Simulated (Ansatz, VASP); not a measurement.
# Si: VASP beside Ansatz

```
CELL_PARAMETERS angstrom
0.00000 2.64431 2.64431
2.64431 0.00000 2.64431
2.64431 2.64431 0.00000
ATOMIC_POSITIONS crystal
Si 0.50000 0.50000 0.50000
Si 0.75000 0.75000 0.75000
```

Alike in both runs: task single point; functional PBE; k mesh 10 × 10 × 10; occupations gaussian, width 0.05 eV; no spin polarisation.

|  | VASP | Ansatz |
| --- | --- | --- |
| version | VASP 6.6.1 | Ansatz 0.2.0 |
| potentials or method | VASP PAW PBE potentials, release 64 (Si) | scalar-relativistic, plane waves, PAW |
| plane-wave cutoff (eV) | 520 | 420 |
| valence electrons in the cell | 8 | 8 |

```csv
,VASP,Ansatz,Ansatz less VASP
gap on the k mesh at the Fermi level (eV),0.43,0.43,-0.001
least direct gap on the mesh (eV),2.59,2.59,-0.006
pressure (GPa),11.1,11.1,+0.09
```
